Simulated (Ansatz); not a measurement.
Take a crystal in which In has been replaced by Ga on all its sites, with the cell rescaled by a rough guess (in some cases also distorted within its space group) and nothing relaxed:

```yaml
crystal:
  lattice:
    - [4.40646, 0.00000, 0.00000]
    - [0.00000, 4.40646, 0.00000]
    - [0.00000, 0.00000, 4.40646]
  atoms:
    - { symbol: Ga, position: [0.00000, 0.50000, 0.50000] }
    - { symbol: Ga, position: [0.50000, 0.50000, 0.00000] }
    - { symbol: Ga, position: [0.50000, 0.00000, 0.50000] }
    - { symbol: S, position: [0.00000, 0.00000, 0.00000] }
```

Level of theory: DFT PBEsol, scalar-relativistic, plane waves, PAW (Ansatz).

Cutoff 420 eV; k points 10×10×10 on the computed 4-atom cell (Γ-centred); Gaussian smearing, width 0.10 eV; no spin polarisation.

**Question.** What pressure does the cell carry?

**Answer.** The pressure is -5.4 GPa (positive in compression), so the cell would contract.

**Question.** Is it a metal on this mesh?

**Answer.** Yes, a band crosses the Fermi level.

**Question.** What is its energy against the elements in their standard states?

**Answer.** +0.052 eV/atom at this unrelaxed geometry, with the elements in the same functional.

Spin polarisation was left out, and a magnetic state may lie lower.